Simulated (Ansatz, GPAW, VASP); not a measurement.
**CoO: 3 runs at one level of theory**

```
CELL_PARAMETERS angstrom
0.00000 2.13150 2.13150
2.13150 0.00000 2.13150
2.13150 2.13150 0.00000
ATOMIC_POSITIONS crystal
Co 0.00000 0.00000 0.00000
O 0.50000 0.50000 0.50000
```

Alike in all runs: task single point; functional PBE; k mesh 11 × 11 × 11; occupations gaussian, width 0.02 eV; collinear spin, ferromagnetic start; no spin-orbit coupling. The measured crystal is an antiferromagnetic insulator; the state found here is the runs' own. Pressure is positive in compression and, in plane waves, holds the error of the finite cutoff.

```tsv
program and potentials	plane-wave cutoff (eV)	notes	pressure (GPa)	net moment per atom (μB)
VASP, PBE PAW files Co, O, release 54, 520 eV	520	-	-2.41	1.46
GPAW, GPAW PAW data sets (gpaw-data 1.2.1)	800	-	-1.05	1.49
Ansatz, all-electron LAPW, scalar-relativistic	-	-	-1.66	1.49
```

The pressure spans -2.41 (VASP, PBE PAW files Co, O, release 54, 520 eV) to -1.05 GPa (GPAW, GPAW PAW data sets (gpaw-data 1.2.1)), with all-electron results at -1.66. The net moment per atom spans 1.46 (VASP, PBE PAW files Co, O, release 54, 520 eV) to 1.49 μB (GPAW, GPAW PAW data sets (gpaw-data 1.2.1)), with all-electron results at 1.49. The state is the one that the start led to, which needn't be the lowest.

The functional is the same throughout but for its coding, so the spread measures potentials, basis and numerics; runs on potential files found faulty are left out.
